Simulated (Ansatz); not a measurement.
Results of LDA (PAW; Ansatz, a program for electronic structure) for L1₀ (CuAu-type) CoPt.

Run with plane-wave cutoff 520 eV, 20×20×16 k mesh (along the axes of the cell as run), Fermi–Dirac smearing 0.05 eV, spin-polarised with parallel moments, scalar-relativistic PAW data made under PBE.

Cell (measured lattice):

```
CELL_PARAMETERS angstrom
      2.69400     0.00000     0.00000
      0.00000     2.69400     0.00000
      0.00000     0.00000     3.70700
ATOMIC_POSITIONS crystal
  Co 0.00000 0.00000 0.00000
  Pt 0.50000 0.50000 0.50000
```
Starting moments (μB, in the order of the record's atoms Co Pt): 2.0 0.0.

**Question.** What does this level give for the magnetic moment (largest site, within a sphere)?

**Answer.** 
magnetic moment (largest site, within a sphere): 1.86 μB

The run finds no gap.

Note: cell and atoms aren't relaxed at this level (pressure -15.3 GPa).

Moments are spin moments.

Spin–orbit coupling is not included.

Static lattice: no zero-point or thermal effects.

Computing time: around 110 core-seconds (rough).
